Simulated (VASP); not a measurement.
# Na (P6_3/mmc) in VASP: further runs

Runs on Na. Level: PBE. Tasks: single point.

All numbers are computed with VASP 6.6.1; they aren't measurements. Logs are shortened: lines on timing, memory, paths and dates and some standing lists are left out, and cuts for length are marked.

**1. Starting point**

Symmetry: P6_3/mmc, No. 194, hexagonal system. Conventional cell: a = 3.767 Å, b = 3.767 Å, c = 6.154 Å, α = 90.00°, β = 90.00°, γ = 120.00°. Around Na (site symmetry -6m2) lie 12 Na at 3.77 Å.

This isn't the form of Na at room conditions, which is bcc.

**2. Single point, PBE**

File INCAR:

```
SYSTEM = Na
PREC     = Accurate       ! precision mode
ENCUT    = 340            ! plane-wave cutoff, eV
EDIFF    = 1E-6           ! SCF threshold, eV
ISMEAR   = 0              ! smearing method
SIGMA    = 0.2            ! smearing width, eV
LREAL    = .FALSE.        ! projectors in reciprocal space
LASPH    = .TRUE.         ! aspherical terms in the spheres
NELM     = 100            ! most SCF steps
ALGO     = Normal         ! electronic algorithm
ISIF     = 2              ! what is computed and relaxed
LWAVE    = .FALSE.        ! write WAVECAR
LCHARG   = .FALSE.        ! write CHGCAR
GGA      = PE             ! functional
NBANDS   = 14             ! bands
ADDGRID  = .FALSE.
```

File KPOINTS:

```
regular mesh
0
G
  6 6 3
  0 0 0
```

File POSCAR:

```
Na
1.0
    3.7670000000      0.0000000000      0.0000000000
   -1.8835000000      3.2623176961      0.0000000000
    0.0000000000      0.0000000000      6.1540000000
Na
2
Direct
    0.6666666667      0.3333333333      0.7500000000
    0.3333333333      0.6666666667      0.2500000000
```

Potentials or basis: VASP PAW PBE potentials, release 64 (Na_pv).

On the command line:

```
$ cat potpaw_PBE.64/Na_pv/POTCAR > POTCAR
$ mpirun -np 1 vasp_std > vasp.out
```

OUTCAR:

```text
SYSTEM = Na
   PREC = Accurate
   ENCUT = 340
   EDIFF = 1E-6
   ISMEAR = 0
   LREAL = .FALSE.
   LASPH = .TRUE.
   NELM = 100
   ISIF = 2
   GGA = PE

 Found     14 irreducible k-points:

 Following reciprocal coordinates:
            Coordinates               Weight
  0.000000  0.000000  0.000000      1.000000
  0.166667 -0.000000  0.000000      6.000000
  0.333333  0.000000  0.000000      6.000000
  0.500000  0.000000  0.000000      3.000000
  0.166667  0.166667  0.000000      6.000000
  0.333333  0.166667  0.000000     12.000000
   k-points           NKPTS =     14   k-points in BZ     NKDIM =     14   number of bands    NBANDS=     14
   number of dos      NEDOS =    301   number of ions     NIONS =      2
   total plane-waves  NPLWV =  23040
   dimension x,y,z NGX =    24 NGY =   24 NGZ =   40
   dimension x,y,z NGXF=    48 NGYF=   48 NGZF=   80
   ions per type =               2
   NGX,Y,Z   is equivalent  to a cutoff of  10.59, 10.59, 10.81 a.u.
   NGXF,Y,Z  is equivalent  to a cutoff of  21.18, 21.18, 21.61 a.u.
 SYSTEM =  Na
   PREC   = accura    normal or accurate (medium, high low for compatibility)
   ISTART =      0    job   : 0-new  1-cont  2-samecut
   ICHARG =      2    charge: 1-file 2-atom 10-const
   ISPIN  =      1    spin polarized calculation?
   LNONCOLLINEAR =      F non collinear calculations
   LSORBIT =      F    spin-orbit coupling
   LASPH  =      T    aspherical Exc in radial PAW
   ENCUT  =  340.0 eV  24.99 Ry    5.00 a.u.   5.66  5.66  9.25*2*pi/ulx,y,z
   NELM   =    100;   NELMIN=  2; NELMDL= -5     # of ELM steps
   EDIFF  = 0.1E-05   stopping-criterion for ELM
   LREAL  =      F    real-space projection
   EDIFFG = 0.1E-04   stopping-criterion for IOM
   NSW    =      0    number of steps for IOM
   IBRION =     -1    ionic relax: 0-MD 1-quasi-New 2-CG
   NFREE  =      0    steps in history (QN), initial steepest desc. (CG)
   ISIF   =      2    stress and relaxation
   ISYM   =      2    0-nonsym 1-usesym 2-fastsym
   POTIM  = 0.5000    time-step for ionic-motion
   TEBEG  =    0.0;   TEEND  =   0.0 temperature during run
   PSTRESS=    0.0 pullay stress
   NELECT =      14.0000    total number of electrons
   NUPDOWN=      -1.0000    fix difference up-down
   EMIN   =  10.00;   EMAX   =-10.00  energy-range for DOS
   EFERMI =   0.00;   METHOD = LEGACY
   ISMEAR =     0;   SIGMA  =   0.20  broadening in eV -4-tet -1-fermi 0-gaus
   EFERMI_NEDOS =   21; number of points for ismear=-14 and -15
   IALGO  =     38    algorithm
   IMIX   =      4    mixing-type and parameters
     AMIX     =   0.40;   BMIX     =  1.00
     AMIX_MAG =   1.60;   BMIX_MAG =  1.00
  volume/ion in A,a.u.               =      37.81       255.18
  Fermi-wavevector in a.u.,A,eV,Ry     =   0.933020  1.763153 11.844235  0.870527
  Thomas-Fermi vector in A             =   2.059678
   LORBIT       =      0    0 simple, 1 ext, 2 COOP (PROOUT), +10 PAW based schemes
   GGA     = PE    functional components
   LHFCALC =     F    Hartree Fock is set to
   AEXX    =    0.0000 exact exchange contribution
   IVDW    =     0    specifies the selected vdW correction
   LEPSILON=     F    determine dielectric tensor
   LRPA    =     F    only Hartree local field effects (RPA)
 non-spin polarized calculation
 Gauss-broadening in eV      SIGMA  =   0.20
  energy-cutoff  :      340.00
  volume of cell :       75.63
 maximum number of plane-waves:      1099
 NGX is ok and might be reduce to    24
   NGX = 11   NGY = 11   NGZ = 19

 number of electron      13.9999991 magnetization

 Free energy of the ion-electron system (eV)
  ---------------------------------------------------
  ext. energy  EPLUGINS =         0.00000000
  ---------------------------------------------------
  free energy    TOTEN  =        -2.60322335 eV

  energy without entropy =       -2.56705789  energy(sigma->0) =       -2.58514062

 E-fermi :   0.2278     XC(G=0):  -6.4515

 val. band max:       -0.0073494373   @ k =   0.1667   0.1667   0.3333
 cond. band min:       0.2320027458   @ k =   0.3333   0.1667   0.3333
 fundamental gap:      0.2393521831
 Fermi energy:         0.2277637938

 k-point     1 :       0.0000    0.0000    0.0000
  band No.  band energies     occupation
      1     -24.6615      2.00000
      2     -24.6334      2.00000
      3     -24.6334      2.00000
      4     -24.6289      2.00000
      5     -24.6287      2.00000
      6     -24.6286      2.00000
      7      -2.9670      2.00000
      8       0.8229      0.00003
      9       1.2075      0.00000
     10      10.1432      0.00000
     11      10.1432      0.00000
     12      10.4837      0.00000
     13      10.4837      0.00000
     14      10.6363      0.00000

 k-point     2 :       0.1667   -0.0000    0.0000
  band No.  band energies     occupation
      1     -24.6586      2.00000
      2     -24.6394      2.00000
      3     -24.6353      2.00000
      4     -24.6350      2.00000
      5     -24.6300      2.00000
      6     -24.6298      2.00000
      7      -2.5624      2.00000
      8       1.1842      0.00000
      9       1.5995      0.00000
     10       6.6254      0.00000
     11       8.6474      0.00000
     12       8.8445      0.00000
     13       9.9808      0.00000
     14      10.9608      0.00000

 k-point     3 :       0.3333    0.0000    0.0000
  band No.  band energies     occupation
      1     -24.6520      2.00000
      2     -24.6519      2.00000
      3     -24.6473      2.00000
      4     -24.6390      2.00000
      5     -24.6333      2.00000
      6     -24.6321      2.00000
      7      -1.3670      2.00000
      8       2.2725      0.00000
      9       2.5636      0.00000
     10       3.5168      0.00000
     11       6.6742      0.00000
     12       6.8490      0.00000
     13       7.6501      0.00000
     14       8.9055      0.00000

 k-point     4 :       0.5000    0.0000    0.0000
  band No.  band energies     occupation
      1     -24.6584      2.00000
      2     -24.6533      2.00000
      3     -24.6471      2.00000
      4     -24.6407      2.00000
      5     -24.6365      2.00000
      6     -24.6333      2.00000
      7       0.5142      0.04282
      8       0.6208      0.00545
      9       4.0943      0.00000
     10       4.1042      0.00000
     11       4.5659      0.00000
     12       4.7985      0.00000
     13       7.3181      0.00000
     14       8.2379      0.00000

 k-point     5 :       0.1667    0.1667    0.0000
  band No.  band energies     occupation
      1     -24.6538      2.00000
      2     -24.6463      2.00000
      3     -24.6454      2.00000
      4     -24.6375      2.00000
      5     -24.6332      2.00000
      6     -24.6323      2.00000
      7      -1.7626      2.00000
      8       1.9090      0.00000
      9       2.3380      0.00000
     10       4.9598      0.00000
     11       5.4283      0.00000
     12       8.4051      0.00000
     13       8.6402      0.00000
     14       8.9893      0.00000

 k-point     6 :       0.3333    0.1667    0.0000
  band No.  band energies     occupation
      1     -24.6550      2.00000
      2     -24.6508      2.00000
      3     -24.6472      2.00000
      4     -24.6430      2.00000
      5     -24.6369      2.00000
      6     -24.6365      2.00000
      7      -0.1983      1.99741
      8       2.0401      0.00000
      9       3.3670      0.00000
     10       3.7375      0.00000
     11       4.6471      0.00000
     12       5.5688      0.00000
     13       6.6274      0.00000
     14       7.7848      0.00000

 [... further k-points ...]

------------------------ aborting loop because EDIFF is reached ----------------------------------------

  FORCE on cell =-STRESS in cart. coord.  units (eV):
  Direction    XX          YY          ZZ          XY          YZ          ZX
  --------------------------------------------------------------------------------------
  -------------------------------------------------------------------------------------
  Total       -0.0402533     -0.0402533     -0.1005300      0.0000000     -0.0000000      0.0000000
  in kB       -0.8527709     -0.8527709     -2.1297411      0.0000000     -0.0000000      0.0000000
  external PRESSURE =      -1.2784276 kB  Pullay stress =       0.0000000 kB

 VOLUME and BASIS-vectors are now :
 -----------------------------------------------------------------------------
  energy-cutoff  :      340.00
  volume of cell :       75.63
      direct lattice vectors                 reciprocal lattice vectors
     3.767000000  0.000000000  0.000000000     0.265463233  0.153265269  0.000000000
    -1.883500000  3.262317696  0.000000000     0.000000000  0.306530538  0.000000000
     0.000000000  0.000000000  6.154000000     0.000000000  0.000000000  0.162495938

 POSITION                                       TOTAL-FORCE (eV/Angst)
 -----------------------------------------------------------------------------------
      1.88350      1.08744      4.61550        -0.000000      0.000000      0.000000
     -0.00000      2.17488      1.53850         0.000000     -0.000000      0.000000
 -----------------------------------------------------------------------------------
    total drift:                                0.000000     -0.000000      0.000000

  FREE ENERGIE OF THE ION-ELECTRON SYSTEM (eV)
  ---------------------------------------------------
  free  energy   TOTEN  =        -2.6032233473 eV

  energy  without entropy=       -2.5670578851  energy(sigma->0) =       -2.58514062
```

Wall time 5.9 s (1 thread of Intel Xeon Platinum 8488C (Sapphire Rapids), shared host); peak memory 0.14 GiB.

The run converged, but some of its settings lie outside the range that counts as converged, so its numbers aren't taken as properties of the crystal.

Results:

```
Free energy            : -2.6032 eV
Pressure               : -0.1 GPa
Band gap on the k mesh : none (metal or under the smearing width)
```

**3. Single point, PBE**

INCAR is that of step 2.

KPOINTS is that of step 2.

File POSCAR:

```
Na
1.0
    3.7670000000      0.0000000000      0.0000000000
   -1.8835000000      3.2623176961      0.0000000000
    0.0000000000      0.0000000000      6.1540000000
Na
2
Direct
    0.6607270000      0.3253030000      0.7651560000
    0.3322080000      0.6634530000      0.2738460000
```

Potentials or basis: VASP PAW PBE potentials, release 64 (Na_pv).

On the command line:

```
$ cat potpaw_PBE.64/Na_pv/POTCAR > POTCAR
$ mpirun -np 1 vasp_std > vasp.out
```

OUTCAR:

```text
SYSTEM = Na
   PREC = Accurate
   ENCUT = 340
   EDIFF = 1E-6
   ISMEAR = 0
   LREAL = .FALSE.
   LASPH = .TRUE.
   NELM = 100
   ISIF = 2
   GGA = PE

 Found     56 irreducible k-points:

 Following reciprocal coordinates:
            Coordinates               Weight
  0.000000  0.000000  0.000000      1.000000
  0.166667 -0.000000  0.000000      2.000000
  0.000000  0.166667  0.000000      2.000000
 -0.166667  0.166667  0.000000      2.000000
  0.333333  0.000000  0.000000      2.000000
  0.000000  0.333333  0.000000      2.000000
   k-points           NKPTS =     56   k-points in BZ     NKDIM =     56   number of bands    NBANDS=     14
[... 182 lines left out ...]
  --------------------------------------------------------------------------------------
  -------------------------------------------------------------------------------------
  Total       -0.0466410     -0.0368826     -0.0974129     -0.0035013      0.0002986      0.0002551
  in kB       -0.9880949     -0.7813636     -2.0637055     -0.0741754      0.0063251      0.0054042
  external PRESSURE =      -1.2777213 kB  Pullay stress =       0.0000000 kB

 VOLUME and BASIS-vectors are now :
 -----------------------------------------------------------------------------
  energy-cutoff  :      340.00
  volume of cell :       75.63
      direct lattice vectors                 reciprocal lattice vectors
     3.767000000  0.000000000  0.000000000     0.265463233  0.153265269  0.000000000
    -1.883500000  3.262317696  0.000000000     0.000000000  0.306530538  0.000000000
     0.000000000  0.000000000  6.154000000     0.000000000  0.000000000  0.162495938

 POSITION                                       TOTAL-FORCE (eV/Angst)
 -----------------------------------------------------------------------------------
      1.87625      1.06124      4.70877         0.000984      0.001872      0.036402
      0.00181      2.16439      1.68525        -0.000984     -0.001872     -0.036402
 -----------------------------------------------------------------------------------
    total drift:                                0.000003      0.000139      0.000063

  FREE ENERGIE OF THE ION-ELECTRON SYSTEM (eV)
  ---------------------------------------------------
  free  energy   TOTEN  =        -2.6022341928 eV

  energy  without entropy=       -2.5660852211  energy(sigma->0) =       -2.58415971
```

OSZICAR:

```text
N       E                     dE             d eps       ncg     rms          rms(c)
DAV:   1     0.890091178028E+02    0.89009E+02   -0.65589E+03  1576   0.730E+02
DAV:   2     0.923807045093E+00   -0.88085E+02   -0.87323E+02  1688   0.242E+02
DAV:   3    -0.255926180139E+01   -0.34831E+01   -0.34808E+01  1910   0.575E+01
DAV:   4    -0.260225855247E+01   -0.42997E-01   -0.42995E-01  1790   0.678E+00
DAV:   5    -0.260314734989E+01   -0.88880E-03   -0.88879E-03  1916   0.987E-01    0.304E-01
DAV:   6    -0.260260703801E+01    0.54031E-03   -0.10030E-03  1914   0.349E-01    0.202E-01
DAV:   7    -0.260224506664E+01    0.36197E-03   -0.19619E-03  2128   0.408E-01    0.200E-02
DAV:   8    -0.260223354345E+01    0.11523E-04   -0.12336E-04  1886   0.154E-01    0.563E-03
DAV:   9    -0.260223419278E+01   -0.64933E-06   -0.30085E-06  1874   0.219E-02
   1 F= -.26022342E+01 E0= -.25841597E+01  d E =-.361490E-01
```

stdout:

```text
POSCAR found type information on POSCAR Na
 POSCAR found :  1 types and       2 ions
 scaLAPACK will be used
 LDA part: xc-table for (Slater+PW92), standard interpolation
 POSCAR, INCAR and KPOINTS ok, starting setup
 FFT: planning ... GRIDC
 FFT: planning ... GRID_SOFT
 FFT: planning ... GRID
 WAVECAR not read
 entering main loop
```

Run time: 10 s. Hardware: 1 thread of Intel Xeon Platinum 8488C (Sapphire Rapids), shared host; peak memory 0.16 GiB.

The run converged, but some of its settings lie outside the range that counts as converged, so its numbers aren't taken as properties of the crystal.

Results:

- Free energy: -2.6022 eV
- Pressure: -0.1 GPa
- Largest force: 0.036 eV/Å
- Band gap on the k mesh: none (metal or under the smearing width)

**4. The reference run**

An earlier run on the cell as given: functional PBE; potentials or basis VASP PAW PBE potentials, release 64 (Na_pv); cutoff 520 eV; k mesh 8 × 8 × 5; occupations fermi-dirac, width 0.05 eV; no spin polarisation.

* Pressure: -0.2 GPa
* Band gap on the k mesh: none (metal or under the smearing width)
